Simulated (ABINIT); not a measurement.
## CdO (Monteponite) in ABINIT: the effect of functional

The system is CdO (Monteponite).

```
Cd O
1.0
     0.00000    2.34950    2.34950
     2.34950    0.00000    2.34950
     2.34950    2.34950    0.00000
Cd O
1 1
Direct
  0.00000 0.00000 0.00000
  0.50000 0.50000 0.50000
```

Alike in all runs:

| Item | Value |
| --- | --- |
| Program | ABINIT 10.8.3 (patched build) |
| Task | single point |
| Potentials or basis | JTH PAW PBE v2.0 |
| Cutoff | 762 eV |
| k mesh | 10 × 10 × 10 |
| Occupations | fermi-dirac, width 0.05 eV |
| Spin | no spin polarisation |

```tsv
functional	pressure (GPa)
PBE	5.4
LDA	-6.6
PBEsol	-1.4
RPBE	9.9
BLYP	11.1
AM05	-0.8
revPBE	?
PW91	4.7
WC	-1.3
```

What does the run with functional revPBE give?

Pressure 8.6 GPa.

Caveats: the PAW data sets were made with another functional, which shifts forces and pressure a little (some runs).
